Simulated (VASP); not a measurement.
Write the native input for VASP 6.6.1 that does the following.

```yaml
Task: relaxation of shape and atoms at fixed volume
Functional: PBE
Potentials_or_basis: VASP PAW PBE potentials, release 64 (Zn, O)
Cutoff: 600 eV
k_mesh: 9 × 9 × 5
Occupations: gaussian, width 0.03 eV
Spin: no spin polarisation
Further_INCAR_settings: ALGO = Fast; EDIFF = 1e-07; IBRION = 2; EDIFFG = -0.01; NSW = 40; ISIF = 4
```

The structure of ZnO (zincite) lies in POSCAR:

```
ZnO                                     
1.0
    3.2865007065     -0.0000000000      0.0000000000
   -1.6432503533      2.8461931014      0.0000000000
    0.0000000000     -0.0000000000      5.3003898555
  Zn              O             
     2     2
Direct
     0.3333333332999970    0.6666666667000030    0.4998270072482157
     0.6666666667000030    0.3333333332999970    0.9998270072482157
     0.6666666667000030    0.3333333332999970    0.3791829927517852
     0.3333333332999970    0.6666666667000030    0.8791829927517852
```

One way to write it, as run:

INCAR

```
SYSTEM = ZnO
PREC = Accurate ; ENCUT = 600
EDIFF = 1E-7 ; ISMEAR = 0
SIGMA = 0.03 ; LREAL = .FALSE.
LASPH = .TRUE. ; NELM = 80
ALGO = Fast ; ISIF = 4
LWAVE = .FALSE. ; LCHARG = .FALSE.
GGA = PE ; IBRION = 2
NSW = 40 ; EDIFFG = -0.01
```

KPOINTS

```
regular mesh
0
G
  9 9 5
  0 0 0
```

Potentials or basis: VASP PAW PBE potentials, release 64 (Zn, O).

Run with:

```console
$ cat potpaw_PBE.64/Zn/POTCAR potpaw_PBE.64/O/POTCAR > POTCAR
$ mpirun -np 1 vasp_std > vasp.out
```

It gave:

| Item | Value |
| --- | --- |
| Pressure after relaxing | 0.0 GPa |
| Band gap on the k mesh | 0.72 eV, direct |

Caveat: the relaxation stopped at its first step, so nothing moved.

Wall time 47 s on 1 thread of Intel(R) Xeon(R) Platinum 8375C CPU @ 2.90GHz (Ice Lake), with other jobs on the host, peak memory 0.2 GiB.
